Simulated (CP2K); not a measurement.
# TaN (P1) in CP2K: settings compared

One crystal, TaN, is run at these levels: LDA, PBEsol, TPSS; tasks: band structure.

Program: CP2K 2026.2. These are calculated values, not measurements. Logs are shortened: lines on timing, memory, paths and dates and some standing lists are left out, and cuts for length are marked.

## 1. Starting point

The typed cell holds 6 atoms: a = 5.510 Å, b = 5.001 Å, c = 2.911 Å, α = 75.35°, β = 103.18°, γ = 120.39°.

## 2. Band structure, LDA

tan_bands.inp

```
&GLOBAL
  PROJECT tan_bands
  RUN_TYPE ENERGY_FORCE
  PRINT_LEVEL LOW
&END GLOBAL
&FORCE_EVAL
  METHOD QS
  STRESS_TENSOR ANALYTICAL
  &DFT
    BASIS_SET_FILE_NAME BASIS_MOLOPT_UZH
    POTENTIAL_FILE_NAME POTENTIAL_UZH
    &MGRID
      CUTOFF 675
      REL_CUTOFF 60
      NGRIDS 4
    &END MGRID
    &QS
      METHOD GPW
      EPS_DEFAULT 1.0E-9
    &END QS
    &KPOINTS
      SCHEME MONKHORST-PACK 6 6 9
      GAMMA_CENTERED T
      SYMMETRY T
      SYMMETRY_BACKEND SPGLIB
    &END KPOINTS
    &SCF
      SCF_GUESS ATOMIC
      EPS_SCF 1.0E-6
      MAX_SCF 100
      ADDED_MOS 27
      CHOLESKY OFF
      EPS_EIGVAL 1.0E-7
      &DIAGONALIZATION ON
        ALGORITHM STANDARD
      &END DIAGONALIZATION
      &MIXING ON
        METHOD BROYDEN_MIXING
        ALPHA 0.4
        BETA 1.5
        NBUFFER 8
      &END MIXING
      &SMEAR ON
        METHOD FERMI_DIRAC
        ELECTRONIC_TEMPERATURE 580.23
      &END SMEAR
    &END SCF
    &XC
      &XC_FUNCTIONAL
        &LDA_X
        &END LDA_X
        &LDA_C_PW
        &END LDA_C_PW
      &END XC_FUNCTIONAL
    &END XC
    &PRINT
      &KPOINTS ON
      &END KPOINTS
      &MULLIKEN ON
      &END MULLIKEN
      &MO ON
        ENERGIES T
        OCCUPATION_NUMBERS T
        &EACH
          QS_SCF 0
        &END EACH
        ADD_LAST NUMERIC
      &END MO
      &BAND_STRUCTURE
        FILE_NAME bands.bs
        ADDED_MOS 6
        &KPOINT_SET
          UNITS B_VECTOR
          NPOINTS 8
          SPECIAL_POINT X 0.00000000 0.00000000 -0.50000000
          SPECIAL_POINT GAMMA 0.00000000 0.00000000 0.00000000
          SPECIAL_POINT Y 0.50000000 0.00000000 0.00000000
        &END KPOINT_SET
        &KPOINT_SET
          UNITS B_VECTOR
          NPOINTS 8
          SPECIAL_POINT L 0.50000000 0.00000000 -0.50000000
          SPECIAL_POINT GAMMA 0.00000000 0.00000000 0.00000000
          SPECIAL_POINT Z 0.00000000 -0.50000000 0.00000000
        &END KPOINT_SET
        &KPOINT_SET
          UNITS B_VECTOR
          NPOINTS 8
          SPECIAL_POINT N 0.00000000 -0.50000000 -0.50000000
          SPECIAL_POINT GAMMA 0.00000000 0.00000000 0.00000000
          SPECIAL_POINT M 0.50000000 -0.50000000 0.00000000
        &END KPOINT_SET
        &KPOINT_SET
          UNITS B_VECTOR
          NPOINTS 8
          SPECIAL_POINT R 0.50000000 -0.50000000 -0.50000000
          SPECIAL_POINT GAMMA 0.00000000 0.00000000 0.00000000
        &END KPOINT_SET
      &END BAND_STRUCTURE
    &END PRINT
  &END DFT
  &SUBSYS
    &CELL
      A 5.5103380207 0.0000000000 0.0000000000
      B -2.5302345556 4.3142058802 0.0000000000
      C -0.6635933343 0.4645311067 2.7961087389
      PERIODIC XYZ
    &END CELL
    &COORD
      SCALED
      Ta  0.3341943600 0.6667031300 0.4993389800
      Ta  0.6662794900 0.3338462500 0.5021276400
      Ta  0.9970789400 0.9964812000 0.9991599900
      N   0.3906116900 0.9996569200 0.9968043700
      N   0.6095471400 0.6077258100 0.9983751800
      N   0.0022883800 0.3955867000 0.0041938400
    &END COORD
    &KIND Ta
      BASIS_SET DZVP-MOLOPT-PBE-GTH-q13
      POTENTIAL GTH-PBE-q13
    &END KIND
    &KIND N
      BASIS_SET DZVP-MOLOPT-PBE-GTH-q5
      POTENTIAL GTH-PBE-q5
    &END KIND
    &PRINT
      &ATOMIC_COORDINATES ON
      &END ATOMIC_COORDINATES
      &CELL ON
      &END CELL
    &END PRINT
  &END SUBSYS
  &PRINT
    &FORCES ON
    &END FORCES
    &STRESS_TENSOR ON
    &END STRESS_TENSOR
  &END PRINT
&END FORCE_EVAL
```

Potentials or basis: POTENTIAL_UZH Ta GTH-PBE-q13, N GTH-PBE-q5; DZVP-MOLOPT-PBE-GTH basis.

Launch:

```
OMP_NUM_THREADS=1 cp2k.psmp -i tan_bands.inp -o tan_bands.out
```

tan_bands.out:

```text

 CP2K| version string:                                       CP2K version 2026.2
 CP2K| Input file name                                             tan_bands.inp

 GLOBAL| Force Environment number                                              1
 GLOBAL| Basis set file name                                    BASIS_MOLOPT_UZH
 GLOBAL| Potential file name                                       POTENTIAL_UZH
 GLOBAL| MM Potential file name                                     MM_POTENTIAL
 GLOBAL| Coordinate file name                                      __STD_INPUT__
 GLOBAL| Method name                                                        CP2K
 GLOBAL| Project name                                                  tan_bands
 GLOBAL| Run type                                                   ENERGY_FORCE
 GLOBAL| FFT library                                                       FFTW3
[... 8 lines left out ...]
 GLOBAL| CPU model name                                                  UNKNOWN

 CELL| Volume [angstrom^3]:                                            66.471146
 CELL| Vector a [angstrom]:       5.510     0.000     0.000   |a| =     5.510338
 CELL| Vector b [angstrom]:      -2.530     4.314     0.000   |b| =     5.001446
 CELL| Vector c [angstrom]:      -0.664     0.465     2.796   |c| =     2.911077
 CELL| Angle (b,c), alpha [degree]:                                    75.346713
 CELL| Angle (a,c), beta  [degree]:                                   103.176679
 CELL| Angle (a,b), gamma [degree]:                                   120.391157
 CELL| Numerically orthorhombic:                                              NO
 CELL| Periodicity                                                           XYZ

 CELL_REF| Volume [angstrom^3]:                                        66.471146
 CELL_REF| Vector a [angstrom     5.510     0.000     0.000   |a| =     5.510338
 CELL_REF| Vector b [angstrom    -2.530     4.314     0.000   |b| =     5.001446
 CELL_REF| Vector c [angstrom    -0.664     0.465     2.796   |c| =     2.911077
 CELL_REF| Angle (b,c), alpha [degree]:                                75.346713
 CELL_REF| Angle (a,c), beta  [degree]:                               103.176679
 CELL_REF| Angle (a,b), gamma [degree]:                               120.391157
 CELL_REF| Numerically orthorhombic:                                          NO
 CELL_REF| Periodicity                                                       XYZ
[... 10 lines left out ...]

  Total number of            - Atomic kinds:                                   2
                             - Atoms:                                          6
                             - Shell sets:                                     6
                             - Shells:                                        39
                             - Primitive Cartesian functions:                 33
                             - Cartesian basis functions:                    135
                             - Spherical basis functions:                    117

  Maximum angular momentum of- Orbital basis functions:                        3
                             - Local part of the GTH pseudopotential:          2
                             - Non-local part of the GTH pseudopotential:      4

 MODULE QUICKSTEP: ATOMIC COORDINATES IN ANGSTROM

   Atom Kind Element         X             Y             Z       Z(eff)     Mass
      1    1 Ta   73     -0.176749      3.108253      1.396206  13.0000 180.9479
      2    1 Ta   73      2.493507      1.673535      1.404003  13.0000 180.9479
      3    1 Ta   73      2.309875      4.763166      2.793760  13.0000 180.9479
      4    2 N     7     -1.038437      4.775772      2.787173   5.0000  14.0067
      5    2 N     7      1.158607      3.085631      2.791566   5.0000  14.0067
      6    2 N     7     -0.991100      1.708591      0.011726   5.0000  14.0067

 SCF PARAMETERS         Density guess:                                    ATOMIC
                        --------------------------------------------------------
                        max_scf:                                             100
[... 7 lines left out ...]
                        --------------------------------------------------------
                        level_shift [a.u.]:                             0.000000
                        added MOs                                        27    0
                        --------------------------------------------------------
                        Mixing method:                            BROYDEN_MIXING
[... 11 lines left out ...]
 *******************************************************************************
 BRILLOUIN| K-point scheme                                        Monkhorst-Pack
 BRILLOUIN| K-Point grid                                             6    6    9
[... 64 lines left out ...]
     1 NoMix/Diag. 0.40E+00    8.4     0.62995851      -206.3773568010 -2.06E+02
     2 Broy./Diag. 0.40E+00    8.2     0.17148535      -202.7641463928  3.61E+00
     3 Broy./Diag. 0.40E+00    8.5     0.12571364      -204.3290376233 -1.56E+00
     4 Broy./Diag. 0.40E+00    8.2     0.01740170      -204.4315821620 -1.03E-01
     5 Broy./Diag. 0.40E+00    8.4     0.01445067      -204.1166534135  3.15E-01
     6 Broy./Diag. 0.40E+00    8.5     0.00256285      -204.1469007818 -3.02E-02
     7 Broy./Diag. 0.40E+00    8.3     0.00110973      -204.1533585756 -6.46E-03
     8 Broy./Diag. 0.40E+00    8.4     0.00053927      -204.1667068570 -1.33E-02
     9 Broy./Diag. 0.40E+00    8.3     0.00015502      -204.1686646225 -1.96E-03
    10 Broy./Diag. 0.40E+00    8.4     0.00006760      -204.1699507785 -1.29E-03
    11 Broy./Diag. 0.40E+00    8.4     0.00002609      -204.1695857589  3.65E-04
    12 Broy./Diag. 0.40E+00    8.4     0.00000413      -204.1695558400  2.99E-05
    13 Broy./Diag. 0.40E+00    8.3     0.00000302      -204.1695443779  1.15E-05
    14 Broy./Diag. 0.40E+00    8.3     0.00000104      -204.1695428002  1.58E-06
    15 Broy./Diag. 0.40E+00    8.3     0.00000037      -204.1695441012 -1.30E-06

  *** SCF run converged in    15 steps ***

  Electronic density on regular grids:        -53.9999999867        0.0000000133
  Core density on regular grids:               53.9999999547       -0.0000000453
  Total charge density on r-space grids:       -0.0000000320
  Total charge density g-space grids:          -0.0000000320

  Overlap energy of the core charge distribution:               0.00000084443630
  Self energy of the core charge distribution:               -334.45194441678927
  Core Hamiltonian energy:                                     78.33434233800354
  Hartree energy:                                              80.10675686917126
  Exchange-correlation energy:                                -28.15813954322381
  Electronic entropic energy:                                  -0.00056019314923
  Fermi energy:                                                 0.54428066946760

  Total energy:                                              -204.16954410119590
  Total energy (extrapolated to T->0):                       -204.16926400462128

 MO| EIGENVALUES AND OCCUPATION NUMBERS FOR K POINT 1
 MO|
 MO|  Index      Eigenvalue [a.u.]        Eigenvalue [eV]             Occupation
 MO|      1              -1.960349             -53.343798               2.000000
 MO|      2              -1.959420             -53.318517               2.000000
 MO|      3              -1.943976             -52.898266               2.000000
 MO|      4              -0.774969             -21.087983               2.000000
 MO|      5              -0.774300             -21.069773               2.000000
 MO|      6              -0.760868             -20.704267               2.000000
[... 826 lines left out ...]
 MO|     53               1.312411              35.712512               0.000000
 MO|     54               1.341799              36.512209               0.000000
 MO| Sum:                                                              54.199376
 MO| E(Fermi):            0.544281 a.u.         14.810630 eV

 [... the levels of further k-points ...]

 !-----------------------------------------------------------------------------!
                     Mulliken Population Analysis

 #  Atom  Element  Kind  Atomic population                           Net charge
       1     Ta       1         12.676823                              0.323177
       2     Ta       1         12.682172                              0.317828
       3     Ta       1         12.596294                              0.403706
       4     N        2          5.369990                             -0.369990
       5     N        2          5.258211                             -0.258211
       6     N        2          5.416510                             -0.416510
 # Total charge                             54.000000                 -0.000000

 !-----------------------------------------------------------------------------!

 KPOINTS| Band Structure Calculation
 KPOINTS| Number of k-point sets                                               4
 KPOINTS| Number of added MOs/bands                                            6
 KPOINTS| Number of k-points in set    1                                      17
 KPOINTS| In units of b-vector [2pi/Bohr]
 KPOINTS| Special point     1           X     0.000000     0.000000    -0.500000
 KPOINTS| Special point     2       GAMMA     0.000000     0.000000     0.000000
 KPOINTS| Special point     3           Y     0.500000     0.000000     0.000000
 KPOINTS| Number of k-points in set    2                                      17
 KPOINTS| In units of b-vector [2pi/Bohr]
 KPOINTS| Special point     1           L     0.500000     0.000000    -0.500000
 KPOINTS| Special point     2       GAMMA     0.000000     0.000000     0.000000
 KPOINTS| Special point     3           Z     0.000000    -0.500000     0.000000
 KPOINTS| Number of k-points in set    3                                      17
 KPOINTS| In units of b-vector [2pi/Bohr]
 KPOINTS| Special point     1           N     0.000000    -0.500000    -0.500000
 KPOINTS| Special point     2       GAMMA     0.000000     0.000000     0.000000
 KPOINTS| Special point     3           M     0.500000    -0.500000     0.000000
 KPOINTS| Number of k-points in set    4                                       9
 KPOINTS| In units of b-vector [2pi/Bohr]
 KPOINTS| Special point     1           R     0.500000    -0.500000    -0.500000
 KPOINTS| Special point     2       GAMMA     0.000000     0.000000     0.000000

 ENERGY| Total FORCE_EVAL ( QS ) energy [hartree]           -204.169544733360567

 FORCES| Atomic forces [hartree/bohr]
 FORCES|   Atom     x               y               z               |f|
 FORCES|      1 -3.36118151E-02 -4.91808161E-02  3.49990732E-02   6.90901000E-02
 FORCES|      2  2.10984514E-02 -4.32868578E-02  5.71146968E-02   7.47059924E-02
 FORCES|      3  1.91107735E-02 -1.23107313E-02  9.59500873E-04   2.27529429E-02
 FORCES|      4 -1.24577286E-02  4.48961580E-02 -5.36182588E-02   7.10336376E-02
 FORCES|      5 -2.40185491E-03  4.33116285E-02 -4.85345656E-02   6.50943172E-02
 FORCES|      6  8.20572254E-03  1.66250758E-02  9.10186566E-03   2.06535950E-02
 FORCES| Sum    -5.64511890E-05  5.44571606E-05  2.23122163E-05
 FORCES| Total atomic force                                       8.15484768E-05

 STRESS| Analytical stress tensor [bar]
 STRESS|                        x                   y                   z
 STRESS|      x       -4.02312883086E+04  -1.06560280883E+05   3.63760023037E+05
 STRESS|      y       -1.06560280883E+05   2.53916401781E+05  -3.91257158860E+05
 STRESS|      z        3.63760023037E+05  -3.91257158860E+05   4.47436879807E+05
 STRESS| 1/3 Trace                                             2.20373997760E+05
 STRESS| Determinant                                          -6.75918691216E+15

 STRESS| Eigenvectors and eigenvalues of the analytical stress tensor [bar]
 STRESS|                        1                   2                   3
 STRESS| Eigenvalues  -2.58334921077E+05   2.93962359234E+04   8.90060678433E+05
 STRESS|      x           0.794258980071      0.489031754774      0.360555980950
 STRESS|      y          -0.255734059512      0.807383212194     -0.531725906339
 STRESS|      z          -0.551137699111      0.330121631357      0.766333442523
```

It took 2.4 min on 1 thread of Arm Neoverse V2, shared host; peak memory 0.67 GiB.

What came out:

```yaml
Free_energy: -5555.7359 eV
Pressure: 22.0 GPa
Largest_force: 3.842 eV/Å
Band_gap_on_the_k_mesh: none (metal or under the smearing width)
Mulliken_charges: Ta +0.32, +0.40; N -0.37, -0.26, -0.42 e
```

Forces in eV/Å, atoms in the order of the input:
```
Ta  -1.728 -2.529  1.800
Ta   1.085 -2.226  2.937
Ta   0.983 -0.633  0.049
N   -0.641  2.309 -2.757
N   -0.124  2.227 -2.496
N    0.422  0.855  0.468
```

Stress tensor (GPa, compression positive):
```
 -4.02 -10.66  36.38
-10.66  25.39 -39.13
 36.38 -39.13  44.74
```

Levels at the corners of the path, in eV from the Fermi level:
| point | band 25 | band 26 | band 27 | band 28 | band 29 | band 30 |
| --- | --- | --- | --- | --- | --- | --- |
| X | -2.50 | -1.96 | 0.86 | 1.36 | 1.99 | 2.24 |
| Γ | -3.39 | -1.80 | -0.78 | -0.35 | 0.30 | 0.37 |
| Y | -3.16 | -2.21 | -1.42 | 0.42 | 0.60 | 1.29 |
| L | -2.81 | -0.90 | -0.14 | 0.44 | 1.32 | 2.69 |
| Γ | -3.39 | -1.80 | -0.78 | -0.35 | 0.30 | 0.37 |
| Z | -2.59 | -2.00 | -1.77 | 0.32 | 0.96 | 1.46 |
| N | -2.58 | -0.94 | -0.22 | 0.27 | 1.27 | 3.27 |
| Γ | -3.39 | -1.80 | -0.78 | -0.35 | 0.30 | 0.37 |
| M | -2.51 | -2.17 | -1.77 | 0.12 | 0.59 | 1.22 |
| R | -2.13 | -1.09 | -0.65 | 0.91 | 1.46 | 2.60 |
| Γ | -3.39 | -1.80 | -0.78 | -0.35 | 0.30 | 0.37 |

Caveat: Mulliken charges move with the basis; the potentials were made for another functional, which shifts forces and pressure; spin-orbit coupling is left out, which moves the levels of the heavy elements; the basis of atomic orbitals isn't converged, which shifts pressures, moduli and gaps.

(Continued in part 2 of 2.)
